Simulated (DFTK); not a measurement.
Crystal: Pt.

```
Pt
1.0
     0.00000    1.96090    1.96090
     1.96090    0.00000    1.96090
     1.96090    1.96090    0.00000
Pt
1
Direct
  0.00000 0.00000 0.00000
```

Base run:

- Program: DFTK 0.8.2
- Functional: WC
- Potentials or basis: SG15 1.2 (PBE)
- Cutoff: 1225 eV
- k mesh: 12 × 12 × 12
- Occupations: fermi-dirac, width 0.05 eV
- Spin: no spin polarisation

Its results: band gap on the k mesh none (metal or under the smearing width); pressure 3.2 GPa.

Problem. After a change of settings the same cell gave: band gap on the k mesh none (metal or under the smearing width); pressure 11.1 GPa. Which change was it?
A. functional from WC to PBE
B. functional from WC to SCAN
C. functional from WC to r2SCAN; potentials or basis from SG15 1.2 (PBE) to cp2k.nc.sr.pbe.v0_1.largecore.gth (PBE, GTH, large core); cutoff from 1225 eV to 1415 eV; valence electrons from 18 to 10

Solution. A.

PBE binds less tightly than WC, so the same cell stands under more pressure.

Caveats: spin-orbit coupling is left out, which moves the levels of the heavy elements; the potentials were made for another functional, which shifts forces and pressure (some runs).
